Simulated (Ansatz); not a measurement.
# AlNi3 under changes of volume

One of the cells (10.932 Å³/atom); the others are scaled copies at fixed shape and fractional positions:

```
Ni Al
1.0
     3.52305    0.00000    0.00000
     0.00000    3.52305    0.00000
     0.00000    0.00000    3.52305
Ni Al
3 1
Direct
  0.50000 0.50000 0.00000
  0.50000 0.00000 0.50000
  0.00000 0.50000 0.50000
  0.00000 0.00000 0.00000
```

The cell is a database's computed one.

| Item | Value |
| --- | --- |
| Program | Ansatz 0.2.0 |
| Functional | LDA |
| Potentials or basis | Ansatz PAW |
| Cutoff | 420 eV (not typed: the program's choice for these potentials) |
| k mesh | 8 × 8 × 8 |
| Occupations | fermi-dirac, width 0.05 eV |
| Spin | collinear spin, ferromagnetic start |
| Starting moments | [1.0, 1.0, 1.0, 0.0] μB |

| volume (Å³/atom) | energy over the lowest point (meV/atom) | pressure (GPa) | moment (μB per cell) |
| --- | --- | --- | --- |
| 10.276 | 4.71 | 6.0 | 0.35 |
| 10.495 | 0.00 | 1.0 | 0.41 |
| 10.713 | 1.74 | -3.5 | 0.45 |
| 10.932 | 9.20 | -7.4 | 0.49 |
| 11.151 | ? | ? | ? |
| 11.369 | 38.88 | -14.1 | 0.55 |
| 11.588 | 60.04 | -16.9 | 0.58 |

Task: What does the run at 11.151 Å³/atom give?

Result: Energy over the lowest point 21.78 meV/atom; pressure -10.9 GPa; moment 0.52 μB per cell.

Worked out: A Birch-Murnaghan fit of order 3 (a polynomial in V^(-2/3)) to the other rows has its minimum at 10.54 Å³/atom with B0 = V·E''(V) = 222 GPa and B' = 4.7. It gives 21.81 meV/atom at 11.151 Å³/atom, against the run's 21.78, and -dE/dV = -10.9 GPa, against -10.9. A parabola through the other rows of the moment, of slope 0.145 μB per Å³/atom there, gives 0.53 μB, against the run's 0.52.

Energies are extrapolated to zero smearing.

Caveats: the PAW data sets come from PBE, with cores solved anew for the run's functional, which leaves a small shift of forces and pressure.
